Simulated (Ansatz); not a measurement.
**Stress against strain in BaTiO3**

```
CELL_PARAMETERS angstrom
3.98410 0.00000 0.00000
0.00000 2.83705 2.84580
0.00000 -2.83705 2.84580
ATOMIC_POSITIONS crystal
Ba 0.00000 0.00000 0.00000
Ti 0.50000 0.50790 0.50790
O 0.00000 0.49210 0.49210
O 0.50000 0.50251 0.99371
O 0.50000 0.99371 0.50251
```

Atom numbers follow the list: Ba1, Ti2, O3, O4, O5.

The cell is COD entry 9016084, as deposited and not checked against the literature; nothing was relaxed.

Spin–orbit coupling is left out, though it moves levels of the heavy atoms by tenths of an eV or more.

Computed with DFT, PBE, all-electron LAPW, scalar-relativistic (Ansatz 0.2.0).

The runs use a Γ-centred 8×8×8 k mesh, Fermi–Dirac smearing of 0.05 eV, basis error target 1 meV/atom, no spin polarisation.

The strain is applied along the Cartesian axes of the cell as listed (the other components stay zero). Fractional coordinates are held (clamped ions).

σ is the change of stress from the unstrained cell, which is at 1.93 GPa; tension is positive, so slopes are stress–strain coefficients at that pressure.

Only quantities that a quadratic follows smoothly over the whole series are listed; rougher ones are left out.

| εzz | σzz (GPa) | σxx (GPa) |
| --- | --- | --- |
| -0.0300 | -10.50 | -3.53 |
| -0.0200 | -6.77 | -2.30 |
| 0.0000 | 0.00 | 0.00 |
| 0.0100 | 3.08 | 1.07 |
| 0.0200 | 5.96 | 2.08 |
| 0.0300 | 8.67 | 3.05 |

**Question.** Fit the series and read off the stiffness at zero strain.

**Answer.** Least-squares fits y = p0 + p1 x + p2 x² to the rows give σzz (GPa): p1 = 319, p2 = -1000; σxx (GPa): p1 = 110, p2 = -270. So C33 = 319 GPa and C13 = 110 GPa, for these axes.

**Question.** One run, at εzz = -0.0100, is withheld. Predict its row.

**Answer.** The fits give -3.30, -1.12; the run gave -3.28, -1.12.
